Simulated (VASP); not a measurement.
# SiC: relaxed cell and band gap, by functional

SiC, F-43m (no. 216), 2 atoms in the cell.

| Functional | Volume (Å³/atom) | Change from the starting volume (fraction) | Gap, path and mesh (eV) | Time (s) |
|---|---|---|---|---|
| LDA | 10.15 | -0.019 | 1.29 | 33 |
| LDA (PW92) | 10.14 | -0.020 | 1.29 | 29 |
| LDA (VWN5) | 10.13 | -0.021 | 1.29 | 28 |
| LDA (Hedin-Lundqvist) | 10.16 | -0.018 | 1.29 | 38 |
| LDA (Wigner) | 10.44 | 0.009 | 1.23 | 55 |
| Slater exchange only | 10.72 | 0.037 | 1.21 | 48 |
| PBE exchange only | 11.42 | 0.103 | 1.77 | 90 |
| PBE | 10.49 | 0.014 | 1.37 | 64 |
| PBEsol | 10.35 | 0.000 | 1.23 | 53 |

## Input of the first row

INCAR.step1:
```
SYSTEM = SiC
PREC     = Accurate       ! precision mode
ENCUT    = 600            ! plane-wave cutoff, eV
EDIFF    = 1E-7           ! SCF threshold, eV
ISMEAR   = 0              ! smearing method
SIGMA    = 0.02           ! smearing width, eV
LREAL    = .False.        ! projectors in reciprocal space
LASPH    = .True.         ! aspherical terms in the spheres
GGA_COMPAT= .False.      
ALGO     = Normal         ! electronic algorithm
NELM     = 150            ! most SCF steps
ISIF     = 3              ! what is computed and relaxed
LWAVE    = .False.        ! write WAVECAR
LCHARG   = .False.        ! write CHGCAR
GGA      = CA             ! functional
IBRION   = 2              ! ionic algorithm
EDIFFG   = -0.005         ! ionic threshold
NSW      = 60             ! ionic steps
```

INCAR.step2, as INCAR.step1 but for:
```
- NSW = 60
+ NSW = 40
```

INCAR.step3, as INCAR.step2 but for:
```
- ISIF = 3
- IBRION = 2
- EDIFFG = -0.005
- NSW = 40
+ ISIF = 2
+ NBANDS = 11
```

KPOINTS:
```
k-points
0
Gamma
  8 8 8
```

KPOINTS_OPT:
```
path GXWKGLUWLK,UX
8
line-mode
reciprocal
 0.0000000000  0.0000000000  0.0000000000  G
 0.5000000000  0.0000000000  0.5000000000  X

 0.5000000000  0.0000000000  0.5000000000  X
 0.5000000000  0.2500000000  0.7500000000  W

 0.5000000000  0.2500000000  0.7500000000  W
 0.3750000000  0.3750000000  0.7500000000  K

 0.3750000000  0.3750000000  0.7500000000  K
 0.0000000000  0.0000000000  0.0000000000  G

 0.0000000000  0.0000000000  0.0000000000  G
 0.5000000000  0.5000000000  0.5000000000  L

 0.5000000000  0.5000000000  0.5000000000  L
 0.6250000000  0.2500000000  0.6250000000  U

 0.6250000000  0.2500000000  0.6250000000  U
 0.5000000000  0.2500000000  0.7500000000  W

 0.5000000000  0.2500000000  0.7500000000  W
 0.5000000000  0.5000000000  0.5000000000  L

 0.5000000000  0.5000000000  0.5000000000  L
 0.3750000000  0.3750000000  0.7500000000  K

 0.6250000000  0.2500000000  0.6250000000  U
 0.5000000000  0.0000000000  0.5000000000  X
```

POSCAR.step1:
```
SiC
1.0
    0.0000000000      2.1790000000      2.1790000000
    2.1790000000      0.0000000000      2.1790000000
    2.1790000000      2.1790000000      0.0000000000
Si C
1 1
Direct
    0.0000000000      0.0000000000      0.0000000000
    0.7500000000      0.7500000000      0.7500000000
```

Commands (each step's output is kept before the next begins):
```
cat potpaw_LDA.64/Si/POTCAR potpaw_LDA.64/C/POTCAR > POTCAR
cp INCAR.step1 INCAR
cp POSCAR.step1 POSCAR
mpirun -np 1 vasp_std > vasp.out
cp CONTCAR POSCAR
rm WAVECAR CHG
cp INCAR.step2 INCAR
mpirun -np 1 vasp_std > vasp.out
cp CONTCAR POSCAR
rm WAVECAR CHG
cp INCAR.step3 INCAR
mpirun -np 1 vasp_std > vasp.out
```

Changes of the last row against the first:
```
(all steps)
- GGA = CA
+ GGA = PS
- cat potpaw_LDA.64/Si/POTCAR potpaw_LDA.64/C/POTCAR > POTCAR
+ cat potpaw_PBE.64/Si/POTCAR potpaw_PBE.64/C/POTCAR > POTCAR
```

VASP 6.6.1 took 33 s on 1 core (Intel Xeon Platinum 8488C (Sapphire Rapids)), a shared host.
